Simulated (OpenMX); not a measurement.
# FeO (Wuestite) (Fm-3m) in OpenMX: notebook, part 2 of 2

OpenMX 3.8.5.

**4. Single point, LDA, collinear spin, ferromagnetic start, 9.81 Å³/atom (volume scaled by 0.98)**

Input file FeO.dat:

```
System.CurrrentDirectory             ./
System.Name                          FeO
DATA.PATH                            ./DFT_DATA13
level.of.stdout                      1
level.of.fileout                     0
Species.Number                       2
<Definition.of.Atomic.Species
  Fe  Fe6.0H-s3p2d2          Fe_CA13H
  O   O6.0-s2p2d1            O_CA13
Definition.of.Atomic.Species>

Atoms.Number                         2
Atoms.SpeciesAndCoordinates.Unit     FRAC
<Atoms.SpeciesAndCoordinates
    1  Fe    0.0000000000    0.0000000000    0.0000000000   9.500  6.500
    2  O     0.5000000000    0.5000000000    0.5000000000   3.000  3.000
Atoms.SpeciesAndCoordinates>

Atoms.UnitVectors.Unit               Ang
<Atoms.UnitVectors
     0.0000000000    2.1409337923    2.1409337923
     2.1409337923    0.0000000000    2.1409337923
     2.1409337923    2.1409337923    0.0000000000
Atoms.UnitVectors>

scf.XcType                           LSDA-CA
scf.SpinPolarization                 on
scf.ElectronicTemperature            580.226
scf.maxIter                          160
scf.EigenvalueSolver                 band
scf.Kgrid                            11 11 11
scf.Mixing.Type                      rmm-diisk
scf.Init.Mixing.Weight               0.01
scf.Min.Mixing.Weight                0.001
scf.Max.Mixing.Weight                0.2
scf.Mixing.History                   40
scf.Mixing.StartPulay                15
scf.criterion                        1.0e-8
MD.Type                              nomd
scf.Ngrid                            35 35 35
scf.energycutoff                     500.0
```

On the command line:

```console
> openmx FeO.dat -nt 1 > FeO.std
```

Run time: 3.1 min. Hardware: 1 thread of Arm Neoverse V2, shared host; peak memory 0.66 GiB.

It converged, with:

| Property | Result |
| --- | --- |
| Free energy | -3829.4450 eV |
| Band gap on the k mesh | none (metal or under the smearing width) |
| Net moment | 3.94 μB per cell |
| Site moments | Fe +3.59; O +0.35 μB |
| Mulliken charges | Fe +0.52; O -0.52 e |

Caveat: Mulliken charges move with the basis; the basis of atomic orbitals isn't converged, which shifts pressures, moduli and gaps; a cell with one magnetic atom can't hold antiferromagnetic order, which such compounds often take; semilocal functionals often make such compounds metallic where correlation or magnetic order opens a gap, which also shifts bond lengths.

**5. Single point, LDA, collinear spin, ferromagnetic start, 10.21 Å³/atom (volume scaled by 1.02)**

Edit FeO.dat of step 4 so:

```diff
@@ -20,5 +20,5 @@
 <Atoms.UnitVectors
-     0.0000000000    2.1409337923    2.1409337923
-     2.1409337923    0.0000000000    2.1409337923
-     2.1409337923    2.1409337923    0.0000000000
+     0.0000000000    2.1696745882    2.1696745882
+     2.1696745882    0.0000000000    2.1696745882
+     2.1696745882    2.1696745882    0.0000000000
 Atoms.UnitVectors>
```

On the command line:

```console
> openmx FeO.dat -nt 1 > FeO.std
```

Wall time 3.2 min (1 thread of Arm Neoverse V2, shared host); peak memory 0.64 GiB.

The run converged. Its results:

- Free energy: -3829.3625 eV
- Band gap on the k mesh: none (metal or under the smearing width)
- Net moment: 3.99 μB per cell
- Site moments: Fe +3.63; O +0.36 μB
- Mulliken charges: Fe +0.52; O -0.52 e

Caveat: Mulliken charges move with the basis; the basis of atomic orbitals isn't converged, which shifts pressures, moduli and gaps; a cell with one magnetic atom can't hold antiferromagnetic order, which such compounds often take; semilocal functionals often make such compounds metallic where correlation or magnetic order opens a gap, which also shifts bond lengths.

**6. Single point, LDA, collinear spin, ferromagnetic start, 9.61 Å³/atom (volume scaled by 0.96)**

Edit FeO.dat of step 5 so:

```diff
@@ -20,5 +20,5 @@
 <Atoms.UnitVectors
-     0.0000000000    2.1696745882    2.1696745882
-     2.1696745882    0.0000000000    2.1696745882
-     2.1696745882    2.1696745882    0.0000000000
+     0.0000000000    2.1262694020    2.1262694020
+     2.1262694020    0.0000000000    2.1262694020
+     2.1262694020    2.1262694020    0.0000000000
 Atoms.UnitVectors>
```

Potentials or basis: OpenMX 2013 LDA set, Fe6.0H-s3p2d2, O6.0-s2p2d1, fixed grid of 35 × 35 × 35 points.

On the command line:

```console
> openmx FeO.dat -nt 1 > FeO.std
```

It took 3.3 min on 1 thread of Arm Neoverse V2, shared host; peak memory 0.66 GiB.

The run converged. Its results:

* Free energy: -3829.4748 eV
* Band gap on the k mesh: none (metal or under the smearing width)
* Net moment: 3.90 μB per cell
* Site moments: Fe +3.56; O +0.34 μB
* Mulliken charges: Fe +0.52; O -0.52 e

Caveat: Mulliken charges move with the basis; the basis of atomic orbitals isn't converged, which shifts pressures, moduli and gaps; a cell with one magnetic atom can't hold antiferromagnetic order, which such compounds often take; semilocal functionals often make such compounds metallic where correlation or magnetic order opens a gap, which also shifts bond lengths.

**7. Single point, LDA, collinear spin, ferromagnetic start, 10.41 Å³/atom (volume scaled by 1.04)**

Edit FeO.dat of step 6 so:

```diff
@@ -20,5 +20,5 @@
 <Atoms.UnitVectors
-     0.0000000000    2.1262694020    2.1262694020
-     2.1262694020    0.0000000000    2.1262694020
-     2.1262694020    2.1262694020    0.0000000000
+     0.0000000000    2.1837637790    2.1837637790
+     2.1837637790    0.0000000000    2.1837637790
+     2.1837637790    2.1837637790    0.0000000000
 Atoms.UnitVectors>
```

On the command line:

```console
> openmx FeO.dat -nt 1 > FeO.std
```

It took 3.1 min on 1 thread of Arm Neoverse V2, shared host; peak memory 0.64 GiB.

Results (log left out):

| Item | Value |
| --- | --- |
| Free energy | -3829.3111 eV |
| Band gap on the k mesh | none (metal or under the smearing width) |
| Net moment | 4.00 μB per cell |
| Site moments | Fe +3.63; O +0.36 μB |
| Mulliken charges | Fe +0.52; O -0.52 e |

Caveat: Mulliken charges move with the basis; the basis of atomic orbitals isn't converged, which shifts pressures, moduli and gaps; a cell with one magnetic atom can't hold antiferromagnetic order, which such compounds often take; semilocal functionals often make such compounds metallic where correlation or magnetic order opens a gap, which also shifts bond lengths.

**8. Single point, LDA, collinear spin, ferromagnetic start, 9.41 Å³/atom (volume scaled by 0.94)**

Edit FeO.dat of step 7 so:

```diff
@@ -20,5 +20,5 @@
 <Atoms.UnitVectors
-     0.0000000000    2.1837637790    2.1837637790
-     2.1837637790    0.0000000000    2.1837637790
-     2.1837637790    2.1837637790    0.0000000000
+     0.0000000000    2.1113998987    2.1113998987
+     2.1113998987    0.0000000000    2.1113998987
+     2.1113998987    2.1113998987    0.0000000000
 Atoms.UnitVectors>
```

On the command line:

```console
> openmx FeO.dat -nt 1 > FeO.std
```

It took 3.4 min on 1 thread of Arm Neoverse V2, shared host; peak memory 0.7 GiB.

Results (log left out):

```yaml
Free_energy: -3829.4960 eV
Band_gap_on_the_k_mesh: none (metal or under the smearing width)
Net_moment: 3.85 μB per cell
Site_moments: Fe +3.52; O +0.33 μB
Mulliken_charges: Fe +0.52; O -0.52 e
```

Caveat: Mulliken charges move with the basis; the basis of atomic orbitals isn't converged, which shifts pressures, moduli and gaps; a cell with one magnetic atom can't hold antiferromagnetic order, which such compounds often take; semilocal functionals often make such compounds metallic where correlation or magnetic order opens a gap, which also shifts bond lengths.

**9. Single point, LDA, collinear spin, ferromagnetic start, 10.61 Å³/atom (volume scaled by 1.06)**

Edit FeO.dat of step 8 so:

```diff
@@ -20,5 +20,5 @@
 <Atoms.UnitVectors
-     0.0000000000    2.1113998987    2.1113998987
-     2.1113998987    0.0000000000    2.1113998987
-     2.1113998987    2.1113998987    0.0000000000
+     0.0000000000    2.1976734774    2.1976734774
+     2.1976734774    0.0000000000    2.1976734774
+     2.1976734774    2.1976734774    0.0000000000
 Atoms.UnitVectors>
```

Potentials or basis: OpenMX 2013 LDA set, Fe6.0H-s3p2d2, O6.0-s2p2d1, fixed grid of 35 × 35 × 35 points.

On the command line:

```console
> openmx FeO.dat -nt 1 > FeO.std
```

Wall time 3.1 min (1 thread of Arm Neoverse V2, shared host); peak memory 0.62 GiB.

Results (log left out):

```
Free energy            : -3829.2536 eV
Band gap on the k mesh : none (metal or under the smearing width)
Net moment             : 4.00 μB per cell
Site moments           : Fe +3.64; O +0.36 μB
Mulliken charges       : Fe +0.52; O -0.52 e
```

Caveat: Mulliken charges move with the basis; the basis of atomic orbitals isn't converged, which shifts pressures, moduli and gaps; a cell with one magnetic atom can't hold antiferromagnetic order, which such compounds often take; semilocal functionals often make such compounds metallic where correlation or magnetic order opens a gap, which also shifts bond lengths.

**10. Equation of state, LDA, collinear spin, ferromagnetic start**

No new run: the results of the series are fitted here.

Results (log left out):

| Item | Value |
| --- | --- |
| Equilibrium volume | 9.08 Å³/atom (rough: see the caveat) |
| Bulk modulus | 197 GPa (rough) |

Energy against volume, from the lowest point:
| volume (Å³/atom) | energy (meV/atom) |
| --- | --- |
| 9.413 | 0.00 |
| 9.613 | 10.58 |
| 9.813 | 25.47 |
| 10.013 | 44.32 |
| 10.214 | 66.72 |
| 10.414 | 92.44 |
| 10.614 | 121.17 |

Caveat: the minimum lies outside the volumes run; volumes in these bases differ from converged ones by about 1 %, for some elements by several; the basis of atomic orbitals isn't converged, which shifts pressures, moduli and gaps.

**11. Comparison with measurements**

Step 2. Against the measured gap of FeO, 2.4 eV (optical; quoted in “W\"ustite: Electric, thermodynamic and optical properties of FeO”, 2012, arxiv:1203.1201), the calculated 0.00 eV is off by -2.40 eV. So large a miss can be the level of theory's own, or it may mean another phase, state or a wrong row. The value is that of LDA in an atomic basis (OpenMX 2013 LDA set, Fe6.0H-s3p2d2, O6.0-s2p2d1, grid cutoff 500 Ry), whose error adds to the functional's,, without temperature or zero-point motion. Semilocal functionals fall short of measured gaps as a rule. The run's magnetic order (collinear spin, ferromagnetic start) needn't be the measured crystal's.
